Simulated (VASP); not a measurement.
# Sb in VASP: notebook

The runs below take Sb through single point, with PBEsol.

All numbers are computed with VASP 6.6.1; they aren't measurements. Logs are shortened: lines on timing, memory, paths and dates and some standing lists are left out, and cuts for length are marked.

## 1. The slab as given

The cell holds a slab with vacuum, 1 atom: a = 3.355 Å, b = 3.355 Å, c = 10.000 Å, α = 90.00°, β = 90.00°, γ = 120.00°.

The slab is cut from a database's or a generator's crystal, which needn't be the stable form of the element.

## 2. Single point, PBEsol

INCAR reads:

```
PREC     = Accurate       # precision mode
ENCUT    = 400            # plane-wave cutoff, eV
EDIFF    = 1E-7           # SCF threshold, eV
ISMEAR   = 1              # smearing method
SIGMA    = 0.1            # smearing width, eV
LREAL    = False          # projectors in reciprocal space
LASPH    = True           # aspherical terms in the spheres
NELM     = 120            # most SCF steps
ALGO     = Normal         # electronic algorithm
ISIF     = 2              # what is computed and relaxed
LWAVE    = False          # write WAVECAR
LCHARG   = False          # write CHGCAR
LDIPOL   = True         
IDIPOL   = 3            
DIPOL    = 0.5 0.5 0.500
GGA      = PS             # functional
NBANDS   = 12             # bands
LVHAR    = True         
LVACPOTAV= True
```

KPOINTS reads:

```
Automatic mesh
0
Gamma
  14 14 1
```

POSCAR reads:

```
Sb
1.0
    3.3545324200      0.0000000000      0.0000000000
   -1.6772662100      2.9051102900      0.0000000000
    0.0000000000      0.0000000000     10.0000000000
Sb
1
Direct
    0.6666666667      0.3333333333      0.5000000000
```

Potentials or basis: VASP PAW PBE potentials, release 64 (Sb).

Launch:

```bash
cat potpaw_PBE.64/Sb/POTCAR > POTCAR
mpirun -np 1 vasp_std > vasp.out
```

OUTCAR:

```text
PREC = Accurate
   ENCUT = 400
   EDIFF = 1E-7
   ISMEAR = 1
   LREAL = False
   LASPH = True
   NELM = 120
   ISIF = 2
   GGA = PS

 Found     24 irreducible k-points:

 Following reciprocal coordinates:
            Coordinates               Weight
  0.000000  0.000000  0.000000      1.000000
  0.071429 -0.000000  0.000000      6.000000
  0.142857 -0.000000  0.000000      6.000000
  0.214286 -0.000000  0.000000      6.000000
  0.285714 -0.000000  0.000000      6.000000
  0.357143 -0.000000  0.000000      6.000000
   k-points           NKPTS =     24   k-points in BZ     NKDIM =     24   number of bands    NBANDS=     12
   number of dos      NEDOS =    301   number of ions     NIONS =      1
   total plane-waves  NPLWV =  40320
   dimension x,y,z NGX =    24 NGY =   24 NGZ =   70
   dimension x,y,z NGXF=    48 NGYF=   48 NGZF=  140
   ions per type =               1
   NGX,Y,Z   is equivalent  to a cutoff of  11.89, 11.89, 11.64 a.u.
   NGXF,Y,Z  is equivalent  to a cutoff of  23.79, 23.79, 23.27 a.u.
 SYSTEM =  unknown system
   PREC   = accura    normal or accurate (medium, high low for compatibility)
   ISTART =      0    job   : 0-new  1-cont  2-samecut
   ICHARG =      2    charge: 1-file 2-atom 10-const
   ISPIN  =      1    spin polarized calculation?
   LNONCOLLINEAR =      F non collinear calculations
   LSORBIT =      F    spin-orbit coupling
   LASPH  =      T    aspherical Exc in radial PAW
   ENCUT  =  400.0 eV  29.40 Ry    5.42 a.u.   5.47  5.47 16.31*2*pi/ulx,y,z
   NELM   =    120;   NELMIN=  2; NELMDL= -5     # of ELM steps
   EDIFF  = 0.1E-06   stopping-criterion for ELM
   LREAL  =      F    real-space projection
   EDIFFG = 0.1E-05   stopping-criterion for IOM
   NSW    =      0    number of steps for IOM
   IBRION =     -1    ionic relax: 0-MD 1-quasi-New 2-CG
   NFREE  =      0    steps in history (QN), initial steepest desc. (CG)
   ISIF   =      2    stress and relaxation
   ISYM   =      2    0-nonsym 1-usesym 2-fastsym
   POTIM  = 0.5000    time-step for ionic-motion
   TEBEG  =    0.0;   TEEND  =   0.0 temperature during run
   PSTRESS=    0.0 pullay stress
   NELECT =       5.0000    total number of electrons
   NUPDOWN=      -1.0000    fix difference up-down
   EMIN   =  10.00;   EMAX   =-10.00  energy-range for DOS
   EFERMI =   0.00;   METHOD = LEGACY
   ISMEAR =     1;   SIGMA  =   0.10  broadening in eV -4-tet -1-fermi 0-gaus
   EFERMI_NEDOS =   21; number of points for ismear=-14 and -15
   IALGO  =     38    algorithm
   IMIX   =      4    mixing-type and parameters
     AMIX     =   0.40;   BMIX     =  1.00
     AMIX_MAG =   1.60;   BMIX_MAG =  1.00
  volume/ion in A,a.u.               =      97.45       657.64
  Fermi-wavevector in a.u.,A,eV,Ry     =   0.608322  1.149561  5.034908  0.370055
  Thomas-Fermi vector in A             =   1.663108
   LORBIT       =      0    0 simple, 1 ext, 2 COOP (PROOUT), +10 PAW based schemes
   GGA     = PS    functional components
   LHFCALC =     F    Hartree Fock is set to
   AEXX    =    0.0000 exact exchange contribution
   IVDW    =     0    specifies the selected vdW correction
   LEPSILON=     F    determine dielectric tensor
   LRPA    =     F    only Hartree local field effects (RPA)
 non-spin polarized calculation
 Methfessel and Paxton  Order N= 1 SIGMA  =   0.10
  energy-cutoff  :      400.00
  volume of cell :       97.45
 maximum number of plane-waves:      1809
 NGX is ok and might be reduce to    24
   NGX = 11   NGY = 11   NGZ = 33

 number of electron       4.9999999 magnetization

 dipolmoment           0.000000      0.000000     -0.000000 electrons x Angstroem

 Free energy of the ion-electron system (eV)
  ---------------------------------------------------
  ext. energy  EPLUGINS =         0.00000000
  ---------------------------------------------------
  free energy    TOTEN  =        -3.60173588 eV

  energy without entropy =       -3.60134445  energy(sigma->0) =       -3.60160540

 E-fermi :  -1.2465     XC(G=0):  -4.3036

 val. band max:       -1.2665499992   @ k =   0.3571   0.0714   0.0000
 cond. band min:      -1.1541394910   @ k =   0.2143   0.0714   0.0000
 fundamental gap:      0.1124105082
 Fermi energy:        -1.2464643282

 k-point     1 :       0.0000    0.0000    0.0000
  band No.  band energies     occupation
      1     -12.0324      2.00000
      2      -3.5496      2.00000
      3       2.2169      0.00000
      4       3.9082      0.00000
      5       3.9082      0.00000
      6       4.6482      0.00000
      7       5.2588      0.00000
      8       9.2185      0.00000
      9       9.5818      0.00000
     10       9.5818      0.00000
     11      10.3738      0.00000
     12      11.2927      0.00000

 k-point     2 :       0.0714   -0.0000    0.0000
  band No.  band energies     occupation
      1     -11.9459      2.00000
      2      -3.4639      2.00000
      3       2.3060      0.00000
      4       3.1545      0.00000
      5       3.6876      0.00000
      6       4.7319      0.00000
      7       5.3487      0.00000
      8       8.6126      0.00000
      9       9.8166      0.00000
     10       9.9198      0.00000
     11      11.1173      0.00000
     12      11.6926      0.00000

 k-point     3 :       0.1429   -0.0000    0.0000
  band No.  band energies     occupation
      1     -11.6882      2.00000
      2      -3.2096      2.00000
      3       1.5484      0.00000
      4       2.5744      0.00000
      5       3.1614      0.00000
      6       4.9766      0.00000
      7       5.6132      0.00000
      8       7.6330      0.00000
      9       9.9168      0.00000
     10      10.7967      0.00000
     11      10.9669      0.00000
     12      11.9739      0.00000

 k-point     4 :       0.2143   -0.0000    0.0000
  band No.  band energies     occupation
      1     -11.2651      2.00000
      2      -2.7977      2.00000
      3      -0.2500     -0.00000
      4       2.5481      0.00000
      5       3.0205      0.00000
      6       5.3468      0.00000
      7       6.0500      0.00000
      8       6.8686      0.00000
      9       8.3649      0.00000
     10      11.9567      0.00000
     11      11.9878      0.00000
     12      12.0096      0.00000

 k-point     5 :       0.2857   -0.0000    0.0000
  band No.  band energies     occupation
      1     -10.6922      2.00000
      2      -2.2518      2.00000
      3      -1.9905      2.00000
      4       1.9870      0.00000
      5       3.6451      0.00000
      6       5.5983      0.00000
      7       6.2719      0.00000
      8       6.6846      0.00000
      9       7.1571      0.00000
     10      11.0812      0.00000
     11      11.5391      0.00000
     12      11.6486      0.00000

 k-point     6 :       0.3571   -0.0000    0.0000
  band No.  band energies     occupation
      1     -10.0102      2.00000
      2      -3.5434      2.00000
      3      -1.6255      2.00000
      4       1.5507      0.00000
      5       4.4478      0.00000
      6       4.9058      0.00000
      7       5.8775      0.00000
      8       7.2429      0.00000
      9       7.4650      0.00000
     10       9.4483      0.00000
     11      11.1229      0.00000
     12      11.1960      0.00000

 [... further k-points ...]
[... 5 lines left out ...]
  --------------------------------------------------------------------------------------
  -------------------------------------------------------------------------------------
  Total       -2.6855296     -2.6855296      0.0109083      0.0000000      0.0000000      0.0000000
  in kB      -44.1515459    -44.1515458      0.1793383      0.0000000      0.0000000      0.0000000
  external PRESSURE =     -29.3745844 kB  Pullay stress =       0.0000000 kB

 VOLUME and BASIS-vectors are now :
 -----------------------------------------------------------------------------
  energy-cutoff  :      400.00
  volume of cell :       97.45
      direct lattice vectors                 reciprocal lattice vectors
     3.354532420  0.000000000  0.000000000     0.298104139  0.172110505  0.000000000
    -1.677266210  2.905110290  0.000000000     0.000000000  0.344221011  0.000000000
     0.000000000  0.000000000 10.000000000     0.000000000  0.000000000  0.100000000

 POSITION                                       TOTAL-FORCE (eV/Angst)
 -----------------------------------------------------------------------------------
      1.67727      0.96837      5.00000         0.000000      0.000000      0.000000
 -----------------------------------------------------------------------------------
    total drift:                               -0.000000      0.000000     -0.000000

  FREE ENERGIE OF THE ION-ELECTRON SYSTEM (eV)
  ---------------------------------------------------
  free  energy   TOTEN  =        -3.6017358817 eV

  energy  without entropy=       -3.6013444497  energy(sigma->0) =       -3.60160540

 vacuum level on the upper side and lower side of the slab         3.648         3.648
```

OSZICAR:

```text
N       E                     dE             d eps       ncg     rms          rms(c)
DAV:   1     0.143881549718E+02    0.14388E+02   -0.12022E+03   576   0.198E+02
DAV:   2    -0.270221254395E+01   -0.17090E+02   -0.16279E+02   728   0.461E+01
DAV:   3    -0.359051147013E+01   -0.88830E+00   -0.88676E+00   736   0.115E+01
DAV:   4    -0.360678240859E+01   -0.16271E-01   -0.16270E-01   704   0.188E+00
DAV:   5    -0.360736342350E+01   -0.58101E-03   -0.58101E-03   804   0.372E-01    0.110E+00
DAV:   6    -0.360340805208E+01    0.39554E-02   -0.32577E-03   680   0.187E-01    0.606E-01
DAV:   7    -0.360168983886E+01    0.17182E-02   -0.51209E-03   672   0.231E-01    0.468E-02
DAV:   8    -0.360168152494E+01    0.83139E-05   -0.15487E-04   664   0.550E-02    0.198E-02
DAV:   9    -0.360166537793E+01    0.16147E-04   -0.16536E-05   728   0.148E-02    0.943E-03
DAV:  10    -0.360169219919E+01   -0.26821E-04   -0.55768E-06   608   0.853E-03    0.342E-03
DAV:  11    -0.360172281717E+01   -0.30618E-04   -0.89632E-06   612   0.886E-03    0.521E-03
DAV:  12    -0.360173423281E+01   -0.11416E-04   -0.20016E-06   680   0.431E-03    0.128E-03
DAV:  13    -0.360173542487E+01   -0.11921E-05   -0.55856E-08   696   0.815E-04    0.114E-03
DAV:  14    -0.360173585831E+01   -0.43344E-06   -0.21760E-08   660   0.483E-04    0.807E-05
DAV:  15    -0.360173588174E+01   -0.23432E-07   -0.81657E-10   708   0.110E-04
   1 F= -.36017359E+01 E0= -.36016054E+01  d E =-.391432E-03
```

stdout:

```text
POSCAR found type information on POSCAR Sb
 POSCAR found :  1 types and       1 ions
 scaLAPACK will be used
 -----------------------------------------------------------------------------
|                                                                             |
[... 23 lines left out ...]
|     field-free region was found. Please increase the size of  your cell     |
|     in the dimension of the dipole correction to obtain accurate            |
|     workfunction values.                                                    |
|                                                                             |
 -----------------------------------------------------------------------------
```

Wall time 9.8 s (1 thread of Intel Xeon 6975P-C (Granite Rapids), shared host); peak memory 0.18 GiB.

The run converged, but some of its settings lie outside the range that counts as converged, so its numbers aren't taken as properties of the slab.

Results:

```
Free energy                     : -3.6017 eV
Band gap on the k mesh          : none (metal or under the smearing width)
Work function of the upper face : 4.89 eV
Work function of the lower face : 4.89 eV
```

Caveat: the PAW data sets were made with another functional, which shifts forces and pressure a little.

## 3. Single point, PBEsol

This run uses another cell than the first one, of 77.96 Å³/atom, 0.800 times its volume.

INCAR is that of step 2.

KPOINTS reads:

```
Automatic mesh
0
Gamma
  17 17 1
```

Changes to POSCAR since step 2:

```diff
@@ -4,3 +4,3 @@
    -1.6772662100      2.9051102900      0.0000000000
-    0.0000000000      0.0000000000     10.0000000000
+    0.0000000000      0.0000000000      8.0000000000
 Sb
```

Potentials or basis: VASP PAW PBE potentials, release 64 (Sb).

Launch:

```bash
cat potpaw_PBE.64/Sb/POTCAR > POTCAR
mpirun -np 1 vasp_std > vasp.out
```

Wall time 9.1 s (1 thread of Intel Xeon 6975P-C (Granite Rapids), shared host); peak memory 0.17 GiB.

The run converged, but some of its settings lie outside the range that counts as converged, so its numbers aren't taken as properties of the slab.

What came out:

* Free energy: -3.5749 eV
* Band gap on the k mesh: none (metal or under the smearing width)
* Work function of the upper face: 4.70 eV
* Work function of the lower face: 4.70 eV

Caveat: the PAW data sets were made with another functional, which shifts forces and pressure a little.

(Continued in part 2 of 2.)
